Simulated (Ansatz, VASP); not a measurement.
One calculation of InP, two programs

The input INCAR:

```
SYSTEM = InP
PREC = Accurate
ENCUT = 520
EDIFF = 1E-6
ISMEAR = -1
SIGMA = 0.05
LREAL = .FALSE.
LASPH = .TRUE.
NELM = 100
ALGO = Normal
ISIF = 2
LWAVE = .FALSE.
LCHARG = .FALSE.
GGA = CA
NBANDS = 16
```

The input KPOINTS:

```
Automatic mesh
0
G
  8 8 8
  0 0 0
```

The input POSCAR:

```
InP
1.0
    0.0000000000      2.7871711834      2.7871711834
    2.7871711834      0.0000000000      2.7871711834
    2.7871711834      2.7871711834      0.0000000000
In P
1 1
Direct
    0.0000000000      0.0000000000      0.0000000000
    0.5000000000      0.5000000000      0.5000000000
```

Contents of input.yaml:

```yaml
crystal:
  lattice:
    - [0.0, 2.7871711834, 2.7871711834]
    - [2.7871711834, 0.0, 2.7871711834]
    - [2.7871711834, 2.7871711834, 0.0]
  atoms:
    - { symbol: In, position: [0.0, 0.0, 0.0] }
    - { symbol: P, position: [0.5, 0.5, 0.5] }
hamiltonian:
  xc: lda
  pseudopotentials: { kind: paw }
kpoints:
  mp_grid: { grid: [8, 8, 8] }
scf:
  occupations: { method: fermi_dirac, width: 0.05 }
output:
  forces: true
  stress: true
  eigenvalues: true
```

Measurements of this composition are mostly on another form, of space group No. 216.

Alike in both runs: task single point; functional LDA; k mesh 8 × 8 × 8; occupations fermi-dirac, width 0.05 eV; no spin polarisation.

```csv
,VASP,Ansatz
version,VASP 6.6.1,Ansatz 0.2.0
potentials or method,"VASP PAW LDA potentials, release 64 (In_d, P)",Ansatz PAW
plane-wave cutoff (eV),520,420
valence electrons in the cell,18,18
```

```csv
,VASP,Ansatz,Ansatz less VASP
gap on the k mesh at the Fermi level (eV),none,none,-
pressure (GPa),-6.3,-6.3,-0.04
```

A gap of «none» marks a metal or a gap that the smearing closes.

Caveats: the PAW data sets come from PBE, with cores solved anew for the run's functional, which leaves a small shift of forces and pressure (Ansatz).
